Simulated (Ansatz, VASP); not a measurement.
**HgTe in VASP and in Ansatz**

File INCAR:

```
PREC = Accurate
ENCUT = 520
EDIFF = 1E-6
ISMEAR = -1
SIGMA = 0.05
LREAL = False
LASPH = True
NELM = 80
ALGO = Normal
ISIF = 2
LWAVE = False
LCHARG = True
LELF = True
LVHAR = True
NBANDS = 16
```

Contents of KPOINTS:

```
regular mesh
0
Gamma
  7 7 7
```

The input POSCAR:

```
HgTe
1.0
    0.0000000000      3.2218469041      3.2218469041
    3.2218469041      0.0000000000      3.2218469041
    3.2218469041      3.2218469041      0.0000000000
Hg Te
1 1
Direct
    0.0000000000      0.0000000000      0.0000000000
    0.5000000000      0.5000000000      0.5000000000
```

Contents of input.yaml:

```yaml
crystal:
  lattice:
    - [0.0, 3.2218469041, 3.2218469041]
    - [3.2218469041, 0.0, 3.2218469041]
    - [3.2218469041, 3.2218469041, 0.0]
  atoms:
    - { symbol: Hg, position: [0.0, 0.0, 0.0] }
    - { symbol: Te, position: [0.5, 0.5, 0.5] }
hamiltonian:
  xc: lda
  pseudopotentials: { kind: paw }
kpoints:
  mp_grid: { grid: [7, 7, 7] }
scf:
  occupations: { method: fermi_dirac, width: 0.05 }
output:
  forces: true
  stress: true
  eigenvalues: true
```

Measurements of this composition are mostly on another form, of space group No. 216.

Alike in both runs: task single point; functional LDA; k mesh 7 × 7 × 7; occupations fermi-dirac, width 0.05 eV; no spin polarisation.

|  | VASP | Ansatz |
| --- | --- | --- |
| version | VASP 6.6.1 | Ansatz 0.2.0 |
| potentials or method | VASP PAW LDA potentials, release 64 (Hg, Te) | Ansatz PAW |
| plane-wave cutoff (eV) | 520 | 420 |
| valence electrons in the cell | 18 | 36 |

VASP gave:

```
gap on the k mesh at the Fermi level (eV) : none
pressure (GPa)                            : -8.3
```

Task: Which values does Ansatz return?

Result: gap on the k mesh at the Fermi level (eV): none; pressure (GPa): -8.4.

A gap of «none» marks a metal or a gap that the smearing closes. The two sets of potentials don't hold the same shells in valence.

Caveats: the PAW data sets come from PBE, with cores solved anew for the run's functional, which leaves a small shift of forces and pressure (Ansatz). Spin-orbit coupling is left out, which matters for the levels of Hg, Te.
